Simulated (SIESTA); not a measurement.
Input of a SIESTA 5.4.2 run:

The input TiSe.fdf:

```
SystemName                      TiSe
SystemLabel                     TiSe
NumberOfSpecies                 2
NumberOfAtoms                   8
%block ChemicalSpeciesLabel
  1  34 Se
  2  22 Ti
%endblock ChemicalSpeciesLabel

LatticeConstant                 1.0 Ang
%block LatticeVectors
     6.4620000000     0.0000000000     0.0000000000
     0.0000000000     3.4940000000     0.0000000000
     0.0000000000     0.0000000000     6.2220000000
%endblock LatticeVectors
AtomicCoordinatesFormat         Fractional
%block AtomicCoordinatesAndAtomicSpecies
     0.7754850000     0.7489880000     0.5809730000  1  Se
     0.7151000000     0.2497310000     0.0794110000  1  Se
     0.2821450000     0.7475660000     0.9146320000  1  Se
     0.2228510000     0.2582790000     0.4193120000  1  Se
     0.9844780000     0.7588480000     0.1851930000  2  Ti
     0.5028540000     0.2570360000     0.7006620000  2  Ti
     0.4954000000     0.7512990000     0.3110850000  2  Ti
     0.0191510000     0.2437450000     0.8125800000  2  Ti
%endblock AtomicCoordinatesAndAtomicSpecies

%block kgrid.MonkhorstPack
    4   0   0  0.0
    0   8   0  0.0
    0   0   5  0.0
%endblock kgrid.MonkhorstPack
XC.Functional                   GGA
XC.Authors                      PBEsol
PAO.BasisSize                   DZP
PAO.EnergyShift                 0.003 Ry
Mesh.Cutoff                     800 Ry
OccupationFunction              FD
ElectronicTemperature           0.05 eV
MaxSCFIterations                120
SCF.MustConverge                false
SCF.Mixer.Method                Pulay
SCF.Mixer.Weight                0.25
SCF.Mixer.History               8
SCF.DM.Tolerance                5.0e-05
SCF.H.Tolerance                 1.0e-03 eV
WriteForces                     true
Charge.Mulliken                 end
%block PAO.Basis
  Se 4
  n=4 0 2
    5.129 0.000
  n=4 1 2
    6.708 0.000
  n=3 2 2
    2.662 0.000
  n=4 2 1
    6.708
  Ti 5
  n=3 0 2
    3.151 0.000
  n=4 0 2
    8.703 0.000
  n=3 1 2
    3.568 0.000
  n=4 1 1
    8.703
  n=3 2 2
    6.267 0.000
%endblock PAO.Basis
```

Potentials or basis: PseudoDojo 0.4 standard (PBEsol files), DZP (energy shift 0.003 Ry; two zetas on semicore shells).

The run is started by

```bash
$ siesta TiSe.fdf > TiSe.out 2>&1
```

Q: What does it give for the largest force?

A: 1.298 eV/Å.

Q: Predict the pressure.

A: -0.9 GPa.

Q: Estimate the band gap on the k mesh.

A: None (metal or under the smearing width).

Forces on the atoms (eV/Å):
```
Se   0.814  0.110  0.350
Se  -0.232  0.162 -0.111
Se   0.386  0.094  0.611
Se  -0.640 -0.159 -0.186
Ti   0.769 -0.196  0.614
Ti   0.317 -0.227 -0.244
Ti  -0.258  0.072 -0.466
Ti  -1.158  0.148 -0.567
```

Caveat: the basis of atomic orbitals isn't converged, which shifts pressures, moduli and gaps.
